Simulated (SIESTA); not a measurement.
Runs of SIESTA 5.4.2 on KCl (Sylvite). The structure is cubic, space group Fm-3m (No. 225). Conventional cell: a = 6.293 Å, b = 6.293 Å, c = 6.293 Å, α = 90.00°, β = 90.00°, γ = 90.00°. Around K (site symmetry m-3m) lie 6 Cl at 3.15 Å. Cl (site symmetry m-3m) is surrounded by 6 K at 3.15 Å. 

| task | level | potentials or basis | broadening (eV) | window to (eV) | polarisation | direction | optical mesh offset | gap on the mesh (eV) | pressure (GPa) | V0 of scaled cells (Å³/atom) | B0 (GPa) |
| --- | --- | --- | --- | --- | --- | --- | --- | --- | --- | --- | --- |
| band structure | LDA | PseudoDojo 0.4 standard (LDA files), DZP (energy shift 0.003 Ry; two zetas on semicore shells; d shell added on K) | - | - | - | - | - | 4.80 | -2.0 | - | - |
| band structure | AM05 | PseudoDojo 0.4 standard (PBEsol files), DZP (energy shift 0.003 Ry; two zetas on semicore shells; d shell added on K) | - | - | - | - | - | 5.27 | (b) | - | - |
| band structure | PBEsol | PseudoDojo 0.4 standard (PBEsol files), DZP (energy shift 0.003 Ry; two zetas on semicore shells; d shell added on K) | - | - | - | - | - | (a) | -0.5 | - | - |
| band structure | vdW-DF-cx | PseudoDojo 0.4 standard (PBE files), DZP (energy shift 0.003 Ry; two zetas on semicore shells; d shell added on K) | - | - | - | - | - | 5.33 | 0.0 | - | - |
| equation of state | PBEsol | PseudoDojo 0.4 standard (PBEsol files), DZP (energy shift 0.003 Ry; two zetas on semicore shells; d shell added on K) | - | - | - | - | - | - | - | 30.31 | 19 |
| optical spectrum | PBE | PseudoDojo 0.4 standard (PBE files), DZP (energy shift 0.003 Ry; two zetas on semicore shells; d shell added on K) | 0.1 eV | 40 eV | unpolarized | 0.0 0.0 1.0 | true | 5.23 | 0.7 | - | - |
| equation of state | PBE | PseudoDojo 0.4 standard (PBE files), DZP (energy shift 0.003 Ry; two zetas on semicore shells; d shell added on K) | - | - | - | - | - | - | - | 32.41 | (c) |
| band structure | BLYP | PseudoDojo 0.4 standard (PBE files), DZP (energy shift 0.003 Ry; two zetas on semicore shells; d shell added on K) | - | - | - | - | - | 5.23 | 1.6 | - | - |

Alike in all rows: no spin polarisation; cell as given; k mesh 7 × 7 × 7; smearing fermi-dirac 0.05 eV; grid cutoff 800 Ry; energy shift 0.003 Ry.

Question: Fill in the values left out.

Answer: (a) 5.07; (b) 0.4; (c) 16.

Caveats: the basis of atomic orbitals isn't converged, which shifts pressures, moduli and gaps; the potentials were made for another functional, which shifts forces and pressure (some runs); the basis holds too few empty states to meet the f-sum rule, so the spectrum is short of weight at high energy (some runs); an odd mesh through Γ misses points on the zone boundary, where band edges often lie (some runs).

Not every run made on this cell is shown here.
